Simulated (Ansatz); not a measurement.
# Si2Mo: the cost of one run

Program: Ansatz 0.2.0. Level of theory: DFT PBE, scalar-relativistic, plane waves, PAW. These are calculated values, not measurements.

## 1. The system as given

It takes space group I4/mmm (No. 139, tetragonal). Conventional cell: a = 3.217 Å, b = 3.217 Å, c = 7.873 Å, α = 90.00°, β = 90.00°, γ = 90.00°. Si (site symmetry 4mm) has 5 Si at 2.60 to 2.64 Å and 5 Mo at 2.62 to 2.64 Å in its first shell of neighbours. Mo (site symmetry 4/mmm) is surrounded by 10 Si at 2.62 to 2.64 Å.

As a file:

```
CELL_PARAMETERS angstrom
-1.60849 1.60849 3.93661
1.60849 -1.60849 3.93661
1.60849 1.60849 -3.93661
ATOMIC_POSITIONS crystal
Si 0.33510 0.33510 0.00000
Si 0.66490 0.66490 0.00000
Mo 0.00000 0.00000 0.00000
```

It is the result of an earlier relaxation at this level (volume 13.58 Å³/atom; gap on the mesh: none (metal)).

## 2. The scan

The energy is mapped over a normal mode and a strain (zone-centre modes of the cell shown) (x along [1 0 0], y along [0 1 0], z along [0 0 1] of the conventional cell).

First coordinate, amplitude of mode 7 (320 cm⁻¹), largest displacement in the unstrained cell: 7 values from −0.119 Å. Second coordinate, equal normal strain along x and y: 7 values from −4.00 %.

Nothing else is relaxed (the pattern is fixed in fractional coordinates). Energies count from the relaxed high-symmetry cell. Points are written as (first, second).

The modes come from a phonon run on the reference cell, made beforehand.

Displacement patterns for an amplitude of 1 (Å):

```csv
atom,x1,y1,z1
Si1,1.000,0.000,0.000
Si2,-1.000,0.000,0.000
Mo3,0.000,0.000,0.000
```

## 3. Grid point (−0.079 Å, −4.00 %)

input.yaml reads:

```yaml
crystal:
  lattice:
    - [-1.5441464357, 1.5441464357, 3.9366136217]
    - [1.5441464357, -1.5441464357, 3.9366136217]
    - [1.5441464357, 1.5441464357, -3.9366136217]
  atoms:
    - { symbol: Si, position: [0.3350971189, 0.3104466071, -0.0246505118] }
    - { symbol: Si, position: [0.6649028811, 0.6895533929, 0.0246505118] }
    - { symbol: Mo, position: [0.0, 0.0, 0.0] }
basis:
  ecutwfc: 420
kpoints:
  mp_grid: { grid: [18, 18, 18] }
hamiltonian:
  xc: pbe
  pseudopotentials: { kind: paw, azcp: { folder: soft_1 } }
scf:
  occupations: { method: gaussian, width: 0.15 }
output:
  forces: true
  stress: true
  eigenvalues: true
  write_density: true
  write_potential: true
  elf: true
  volumetric_format: npy
```

The run is started by

```bash
$ ansatz run input.yaml --threads 2 --pin off --max-ram 4096MiB --backend cpu --events-out ev --progress --plain --runs-dir out
```

Q: Estimate wall time and peak memory on 2 threads of Arm Neoverse V2, shared host.

About 30 s, with a peak of 0.95 GiB.
